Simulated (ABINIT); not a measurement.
Planning a run of ABINIT 10.8.3 on InP (F-43m). The input:

```
acell 3*1.0 Angstrom
rprim 
  0.000000000000 2.930500000000 2.930500000000
  2.930500000000 -0.000000000000 2.930500000000
  2.930500000000 2.930500000000 0.000000000000
ntypat 2
znucl 49 15
natom 2
typat 1 2
xred 
  0.000000000000 0.000000000000 0.000000000000
  0.250000000000 0.250000000000 0.250000000000
pp_dirpath "pseudos"
pseudos "In.upf, P.upf"
ecut 31
ngkpt 6 6 6
nshiftk 1
shiftk 0 0 0
kptopt 1
chksymbreak 0
istwfk *1
occopt 1
irdwfk 1
optdriver 3
nband 159
ecuteps 7
inclvkb 2
awtr 1
symchi 1
gwcalctyp 1
nfreqre 0
nfreqim 16
indata_prefix "in"
outdata_prefix "out"
tmpdata_prefix "tmp"
```

The database entry behind the starting cell differs from later determinations by our own check (0.1 to 0.3 % short, probably kX units), so it need not match the best structure at ambient conditions.

```sh
OMP_NUM_THREADS=1 mpirun -n 4 abinit run.abi > log
```

Question: How long will it take on 4 MPI ranks of AMD EPYC 9R14 (Zen 4), shared host, and how much memory?

It took 11 min; on shared hardware allow 5.6 min to 22 min. Peak host memory was 1.9 GiB.

[Paths, hosts, dates, memory and timing lines, banners, echoed tables and standing remarks are left out of the program output.]

[Logs are printed without paths, hosts, clocks, repeated set-up lines and the standing remarks that a program may print on its own settings, such as how far it seeks lower states.]

[Runs of the session that timed out or met a known fault of the program may be left out.]

[Hosts, paths, dates, database ids (printed as entryN), source tags and the programs' standing remarks are cut or masked in the printed files.]

[G0W0 gaps are taken among the corrected bands and points alone; a level outside them can change the order at an edge.]

[Where Ansatz stands beside ABINIT at settings called matched, ABINIT's density can come from a denser mesh and the files from another edition; pairs whose starting gaps differed by over 0.03 eV were left out, so agreement reads better than it is.]
